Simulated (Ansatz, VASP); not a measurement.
**InSb: VASP beside Ansatz**

File INCAR:

```
  PREC = Accurate
  ENCUT = 520
  EDIFF = 1E-6
  ISMEAR = -1
  SIGMA = 0.02
  LREAL = False
  LASPH = True
  NELM = 100
  ALGO = Normal
  ISIF = 2
  LWAVE = False
  LCHARG = True
  GGA = PE
  LELF = True
  LVHAR = True
  NBANDS = 16
```

Contents of KPOINTS:

```
regular mesh
0
Gamma
  6 6 6
```

The input POSCAR:

```
InSb
1.0
    0.0000000000      3.0422106260      3.0422106260
    3.0422106260      0.0000000000      3.0422106260
    3.0422106260      3.0422106260      0.0000000000
In Sb
1 1
Direct
    0.0000000000      0.0000000000      0.0000000000
    0.5000000000      0.5000000000      0.5000000000
```

Input for Ansatz:

```yaml
crystal:
  lattice:
    - [0.0, 3.042210626, 3.042210626]
    - [3.042210626, 0.0, 3.042210626]
    - [3.042210626, 3.042210626, 0.0]
  atoms:
    - { symbol: In, position: [0.0, 0.0, 0.0] }
    - { symbol: Sb, position: [0.5, 0.5, 0.5] }
kpoints:
  mp_grid: { grid: [6, 6, 6] }
hamiltonian:
  xc: pbe
scf:
  occupations: { method: fermi_dirac, width: 0.02 }
  n_extra_bands: 4
output:
  forces: true
  stress: true
  eigenvalues: true
```

The cell was built by a generator and needn't be a form met in nature.

Alike in both runs: task single point; functional PBE; k mesh 6 × 6 × 6; occupations fermi-dirac, width 0.02 eV; no spin polarisation.

|  | VASP | Ansatz |
| --- | --- | --- |
| version | VASP 6.6.1 | Ansatz 0.2.0 |
| potentials or method | VASP PAW PBE potentials, release 64 (In_d, Sb) | plane waves, PAW |
| plane-wave cutoff (eV) | 520 | 420 |
| valence electrons in the cell | 18 | 28 |

```tsv
	VASP	Ansatz	Ansatz less VASP
pressure (GPa)	1.6	1.6	+0.01
```

The two sets of potentials don't hold the same shells in valence.

Spin-orbit coupling is left out, which matters for the levels of Sb.
